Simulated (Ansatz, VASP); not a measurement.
# Cross-check of TaOF2 between VASP and Ansatz, part 2 of 2

Aim: how closely do two programs agree when they are given the same cell, functional and k mesh? Of the first pair: The structure shown is the start of the Ansatz relaxation below; VASP solves that cell, so the two are compared at the walk's first step.

VASP 6.6.1 and Ansatz 0.2.0.

So far. Step 4 (Comparison): The forces differ by 98 meV/Å r.m.s., which is 8.4 % of the r.m.s. force of 1.162 eV/Å (both taken over all components). With vacuum in the cell, a pressure given here is an average over mostly empty space and none of the material.

## 6. Ansatz: relaxation, PBE

Level of this step: Ansatz beside VASP: Kohn-Sham DFT, plane waves, PBE (Ansatz).

This run makes the geometry at which the two programs are then compared.

The structure compared here is the end of the Ansatz relaxation.

File input.yaml:

```yaml
crystal:
  lattice:
    - [3.90333024, 0.0, 0.0]
    - [0.0, 3.22688675, 0.0]
    - [0.0, 0.0, 18.49512141]
  atoms:
    - { symbol: Ta, position: [0.0538655, 0.50007296, 0.5] }
    - { symbol: F, position: [0.0, 7.296e-05, 0.42944729] }
    - { symbol: F, position: [0.0, 7.296e-05, 0.57055271] }
    - { symbol: O, position: [0.5044825, 0.50007296, 0.5] }
  periodic: [true, true, false]
kpoints:
  mp_grid: { grid: [6, 7, 1] }
scf:
  occupations: { method: fermi_dirac, width: 0.05 }
hamiltonian:
  xc: pbe
output:
  forces: true
  stress: true
relax:
  f_tol: 0.02
  max_steps: 50
  cell: {}
```

Started as:

```bash
$ ansatz run input.yaml --threads 1 --pin off --max-ram 4096MiB --backend cpu --events-out ev --progress --plain --runs-dir out
```

Numbers of over 12 decimals in the logs are rounded to 6 here.

The log of the run:

```text
[...]
Crystal: 4 atoms, lattice volume = 365.518 Å³
Basis set: ecut = 420 eV, 7251 PW (Γ), exchange–correlation on 54×48×400 points (8 copies of the dense FFT grid, shifted against one another)
Bands: 21, of which v1, the nominal top of the filled ones, is band 17 counted from 1 (16 counted from 0)
Symmetry: 4 space group operations
[...]
P = ½ c Tr σ = -0.0016 N/m
--- Relaxed structure (8 steps of the walk, 8 accepted, 2 SCFs on fresh bases) ---
[...]
cell:  # Å, volume = 318.3314 Å³
    - [3.857889, 0, 0]
    - [0, 2.843409, 0]
    - [0, 0, 29.019524]
  atoms:
    - { symbol: Ta, position: [0.014597, 0.500073, 0.318667] }
    - { symbol: F, position: [0.014579, 7.296e-5, 0.265137] }
    - { symbol: F, position: [0.014579, 7.296e-5, 0.372197] }
    - { symbol: O, position: [0.514592, 0.500073, 0.318667] }
[key lines of the parts left out:]
SCF converged after 7 iterations
Free energy (F): -12119.377101 eV
Fermi energy:    -5.202560 eV
```

## 7. VASP: single point, PBE, relaxed cell, pair 2

The same cell, functional, mesh and smearing now go to VASP, with its own data sets.

File INCAR:

```
SYSTEM = TaOF2
PREC = Accurate
ENCUT = 520
EDIFF = 1E-06
NELM = 120
ISMEAR = -1
SIGMA = 0.05
LREAL = .FALSE.
ALGO = Normal
GGA = PE
NBANDS = 21
LASPH = .TRUE.
LORBIT = 11
LWAVE = .FALSE.
LCHARG = .FALSE.
ISIF = 2
LDIPOL = .TRUE.
IDIPOL = 3
DIPOL = 0.5 0.5 0.319
LVHAR = .TRUE.
GGA_COMPAT = .FALSE.
NELMDL = -8
```

File POSCAR:

```
TaOF2
1.0
    3.8578894785      0.0000000000      0.0000000000
    0.0000000000      2.8434094930      0.0000000000
    0.0000000000      0.0000000000     29.0195237490
Ta F O
1 2 1
Direct
    0.0145970472      0.5000729600      0.3186668667
    0.0145970472      0.0000729600      0.2651369009
    0.0145970472      0.0000729600      0.3721968325
    0.5145970472      0.5000729600      0.3186668667
```

File KPOINTS:

```
Automatic mesh
0
Gamma
6 7 1
0 0 0
```

Potentials, in the order of the species: Ta_pv, F and O (PBE family, release 64).

Started as:

```bash
$ mpirun -np 1 vasp_std
```

The log of the run:

```text
[... set-up lines as in an earlier step ...]
 entering main loop
       N       E                     dE             d eps       ncg     rms          rms(c)
DAV:   1     0.294472311451E+03    0.29447E+03   -0.13679E+04   816   0.109E+03
DAV:   2     0.501546415297E+01   -0.28946E+03   -0.27816E+03   986   0.273E+02
DAV:   3    -0.353959473767E+02   -0.40411E+02   -0.39951E+02   812   0.114E+02
DAV:   4    -0.363706021801E+02   -0.97465E+00   -0.96709E+00   931   0.188E+01
[...]
DAV:  22    -0.313624290621E+02   -0.37928E-05   -0.88444E-08   531   0.115E-03    0.158E-04
DAV:  23    -0.313624316636E+02   -0.26015E-05   -0.80207E-08   516   0.836E-04    0.160E-04
DAV:  24    -0.313624321986E+02   -0.53492E-06   -0.23426E-08   551   0.561E-04
   1 F= -.31362432E+02 E0= -.31359404E+02  d E =-.605712E-02
```

From OUTCAR (step 7):

```text
  Total        0.2310675      0.1764514      0.0994949      0.0000000      0.0000000      0.0000000
  in kB        1.1629742      0.8880882      0.5007625      0.0000000      0.0000000      0.0000000
  external PRESSURE =       0.8506083 kB  Pullay stress =       0.0000000 kB

 POSITION                                       TOTAL-FORCE (eV/Angst)
 -----------------------------------------------------------------------------------
      0.05631      1.42191      9.24756         0.000000      0.000000      0.000000
      0.05631      0.00021      7.69415         0.000000      0.000000     -0.069159
      0.05631      0.00021     10.80097         0.000000      0.000000      0.069159
      1.98526      1.42191      9.24756         0.000000      0.000000      0.000000
 -----------------------------------------------------------------------------------
    total drift:                               -0.000192      0.000003      0.000213

  FREE ENERGIE OF THE ION-ELECTRON SYSTEM (eV)
  ---------------------------------------------------
  free  energy   TOTEN  =       -31.3624321986 eV

  energy  without entropy=      -31.3563750786  energy(sigma->0) =      -31.35940364

[... 1 part as in an earlier step ...]

[... 2 further parts left out ...]
[key lines of the parts left out:]
E-fermi :  -3.8810
```

## 8. Differences

What differs besides the data sets and the points named for the pairs above, as far as they apply: the data sets hold 33 valence electrons in Ansatz (on its default PAW (the set named soft_2) files) and 31 in VASP. Total energies have different zeros and are not compared.

Forces (eV/Å; atoms numbered as in POSCAR):

```csv
atom,"Ansatz x, y, z","VASP x, y, z"
Ta1,"0.000, 0.000, 0.000","0.000, 0.000, 0.000"
F2,"0.000, 0.000, 0.000","0.000, 0.000, -0.069"
F3,"0.000, 0.000, 0.000","0.000, 0.000, 0.069"
O4,"0.000, 0.000, 0.000","0.000, 0.000, 0.000"
```

The forces differ by 28 meV/Å r.m.s., where the r.m.s. force is 0.000 eV/Å in Ansatz and 0.028 eV/Å in VASP: the atoms lie near their places of rest in Ansatz, so a percentage would say little (all taken over all components). With vacuum in the cell, a pressure given here is an average over mostly empty space and none of the material.

## 9. What came out

```
r.m.s. force difference (single point, PBE, start cell, pair 1)   : 8.4 % of the r.m.s. force
r.m.s. force difference (single point, PBE, relaxed cell, pair 2) : 28 meV/Å
```

In words: The r.m.s. force difference is 8.4 % of the r.m.s. force (single point, PBE, start cell, pair 1), beyond the 3 % picked in this series as the mark of a large difference. The data sets hold unlike numbers of valence electrons (33 in Ansatz and 31 in VASP), so part of the differences comes from the potentials. For single point, PBE, start cell, pair 1, no further run moves any of the tabulated differences by more than a quarter of its size. What causes the difference of the single point, PBE, relaxed cell, pair 2 pair stays open here. How closely two codes agree says nothing of how well the functional describes the real material.

[Lines on the potential files, build, host, timing and source positions are cut from VASP's logs without a mark.]

[Logs are printed without paths, hosts, clocks, repeated set-up lines and the standing remarks that a program may print on its own settings, such as how far it seeks lower states.]

[Hosts, paths, dates, database ids (printed as entryN), source tags and the programs' standing remarks are cut or masked in the printed files.]
